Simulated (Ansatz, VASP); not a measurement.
# V: VASP beside Ansatz

Contents of INCAR:

```
SYSTEM = V
  PREC = Accurate
  ENCUT = 520
  EDIFF = 1E-6
  ISMEAR = -1
  SIGMA = 0.08
  LREAL = .FALSE.
  LASPH = .TRUE.
  NELM = 60
  ALGO = Normal
  ISIF = 2
  LWAVE = .FALSE.
  LCHARG = .TRUE.
  GGA = PE
  LELF = .TRUE.
  LVHAR = .TRUE.
  NBANDS = 20
```

File KPOINTS:

```
regular mesh
0
G
  14 14 14
  0 0 0
```

Contents of POSCAR:

```
V
1.0
    0.0000000000      2.6533235747      2.6533235747
    2.6533235747      0.0000000000      2.6533235747
    2.6533235747      2.6533235747      0.0000000000
V
2
Direct
   -0.1250000000     -0.1250000000     -0.1250000000
    0.1250000000      0.1250000000      0.1250000000
```

Input for Ansatz:

```yaml
crystal:
  lattice:
    - [0.0, 2.6533235747, 2.6533235747]
    - [2.6533235747, 0.0, 2.6533235747]
    - [2.6533235747, 2.6533235747, 0.0]
  atoms:
    - { symbol: V, position: [-0.125, -0.125, -0.125] }
    - { symbol: V, position: [0.125, 0.125, 0.125] }
kpoints:
  mp_grid: { grid: [14, 14, 14] }
  band_path:
    path:
      - [0.0, 0.0, 0.0]
      - [0.5, 0.0, 0.5]
      - [0.625, 0.25, 0.625]
      - [0.375, 0.375, 0.75]
      - [0.0, 0.0, 0.0]
      - [0.5, 0.5, 0.5]
      - [0.5, 0.25, 0.75]
      - [0.5, 0.0, 0.5]
    npoints: 8
scf:
  occupations: { method: fermi_dirac, width: 0.08 }
hamiltonian:
  xc: pbe
  pseudopotentials: { kind: paw }
output:
  forces: true
  stress: true
  eigenvalues: true
  populations: true
  dos: { projected: true, de: 0.2, e_range: [-14, 8] }
  write_density: true
  write_potential: true
  elf: true
  volumetric_format: npy
```

Change from the starting cell: volume scaled by 1, PAW files.

Alike in both runs: task single point; functional PBE; k mesh 14 × 14 × 14; occupations fermi-dirac, width 0.08 eV; no spin polarisation.

|  | VASP | Ansatz |
| --- | --- | --- |
| version | VASP 6.6.1 | Ansatz 0.2.0 |
| potentials or method | VASP PAW PBE potentials, release 64 (V_sv) | PAW with Ansatz's default frozen-core files, scalar-relativistic |
| plane-wave cutoff (eV) | 520 | 420 |
| valence electrons in the cell | 26 | 26 |

|  | VASP | Ansatz | Ansatz less VASP |
| --- | --- | --- | --- |
| pressure (GPa) | 0.4 | 0.0 | -0.43 |
